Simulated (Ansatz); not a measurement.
## What a strained HgTe layer does to its nuclei

Cell: an entry of the Crystallography Open Database (COD), whose atoms a relaxation with PBE at fixed cell left in place.

```xyz
2
Lattice="0.0000 2.9215 2.9215 2.9215 0.0000 2.9215 2.9215 2.9215 0.0000" Properties=species:S:1:pos:R:3 pbc="T T T"
Hg    0.0000    0.0000    0.0000
Te    2.9215    2.9215    2.9215
```

Sites (sets of like atoms) are named by element and the number of their first atom in this list.

Method: Kohn–Sham DFT in Ansatz, PBE, plane waves and PAW, scalar-relativistic, 420 eV cutoff, Γ-centred 14×14×14 k-points, Fermi–Dirac smearing 0.05 eV.

The cell is stretched along z (the third Cartesian axis of the run's cell), x and y held, and the ions relax again each time.

| strain along z (%) | Hg: V along z (10²¹ V/m²) | Te: V along z (10²¹ V/m²) |
| --- | --- | --- |
| -3 | -3.73 | 5.86 |
| -2 | -2.42 | 4.06 |
| -1 | -1.17 | 2.11 |
| 0 | 0.00 | 0.00 |
| +1 | 1.09 | -2.27 |
| +2 | 2.13 | -4.67 |
| +3 | ? | ? |

**Question.** Estimate the row at +3 % from the others.

**Answer.** Hg: 3.12; Te: -7.18. Worked for Hg: a straight line through the other 6 rows has a slope of 1.171 × 10²¹ V/m² per per cent of strain and gives 3.42 at +3 %, against 3.12 from the run; over all rows the step per per cent runs from 1.31 at the compressed end to 0.99 at the stretched end, so the response isn't a straight line. For ²⁰¹Hg that is 11 MHz of C_Q per per cent. Worked for Te: a straight line through the other 6 rows has a slope of -2.108 × 10²¹ V/m² per per cent of strain and gives -6.53 at +3 %, against -7.18 from the run; over all rows the step per per cent runs from -1.80 at the compressed end to -2.51 at the stretched end, so the response isn't a straight line. Without strain Hg and Te sit on a cubic site without a gradient, so the whole gradient comes from the strain.

At this cell the PBE pressure is 10 GPa, so with PBE the cell would grow if it were relaxed. The entry's cell may itself be off.
